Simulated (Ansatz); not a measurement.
# YN (rocksalt): exact exchange against the cheap answer (a further series)

An exercise on one series of results from a longer session: the logs are not shown, and one member is left open.

Program: Ansatz 0.2.0. Level of theory: DFT at several levels, plane waves, PAW. These are calculated values, not measurements.

## The system as given

It takes space group Fm-3m (No. 225, cubic). Conventional cell: a = 4.877 Å, b = 4.877 Å, c = 4.877 Å, α = 90.00°, β = 90.00°, γ = 90.00°. Y (site symmetry m-3m) is surrounded by 6 N at 2.44 Å. Around N (site symmetry m-3m) lie 6 Y at 2.44 Å.

Coordinates:

```
Y N
1.0
     0.00000    2.43850    2.43850
     2.43850    0.00000    2.43850
     2.43850    2.43850    0.00000
Y N
1 1
Cartesian
  2.4385 2.4385 2.4385
  0.0000 0.0000 0.0000
```

At PBE, an earlier run found 2.98 GPa for this cell of 14.500 Å³/atom (8×8×8 mesh), gap on the mesh 0.18 eV.

The cell stays fixed from here on.

Levels to run, all on a 6×6×6 mesh: LC-ωPBE; HSE06 form (screening 0.1 Å⁻¹); CAM-B3LYP. Hardware: 4 threads of Arm Neoverse V1, shared host.

An earlier series ran PBE on this mesh: volume 14.500 Å³/atom, pressure 3.11 GPa, mesh gap 0.16 eV.

The first run:

Input file input.yaml:

```yaml
crystal:
  lattice:
    - [0.0, 2.4384994805, 2.4384994805]
    - [2.4384994805, 0.0, 2.4384994805]
    - [2.4384994805, 2.4384994805, 0.0]
  atoms:
    - { symbol: "Y", position: [0.5, 0.5, 0.5] }
    - { symbol: "N", position: [0.0, 0.0, 0.0] }
basis:
  ecutwfc: 420
  ecutrho_ratio: 4
kpoints:
  mp_grid: { grid: [6, 6, 6] }
hamiltonian:
  xc: lc_wpbe
scf:
  occupations: { method: gaussian, width: 0.05 }
  n_extra_bands: 9
output:
  forces: true
  stress: true
  eigenvalues: true
  populations: true
  dos: { projected: true, de: 0.02 }
```

Started as:

```sh
$ ansatz run input.yaml --threads 4 --pin off --max-ram 8192MiB --backend cpu --events-out ev --progress --plain --runs-dir out
```

Steps of the session up to this table: LC-ωPBE; HSE06 form (screening 0.1 Å⁻¹); CAM-B3LYP.

One of the session's tables, all rows but one given; the rest of the session is left out.

```
                         level  gap on the mesh (eV)  pressure (GPa)
          PBE (earlier series)                  0.16             3.1
                       LC-ωPBE                     ?               ?
HSE06 form (screening 0.1 Å⁻¹)                  1.36             0.5
                     CAM-B3LYP                  3.88             2.4
```

**Question.** Estimate the row for LC-ωPBE.

**Answer.** gap on the mesh (eV): 5.75; pressure (GPa): 0.0. In the column «gap on the mesh (eV)» it is the highest.

Against 0.16 eV at PBE, the runs with exact exchange give 1.36 (HSE06 form (screening 0.1 Å⁻¹)) to 5.75 eV (LC-ωPBE). Gaps are over this coarse mesh alone, and total energies of different levels can't be compared. The program warned that the SCF threshold is loose for the stress of this hybrid run.

To keep in mind: Warnings in the runs' records: stress scf threshold loose, stress exchange threshold loose.
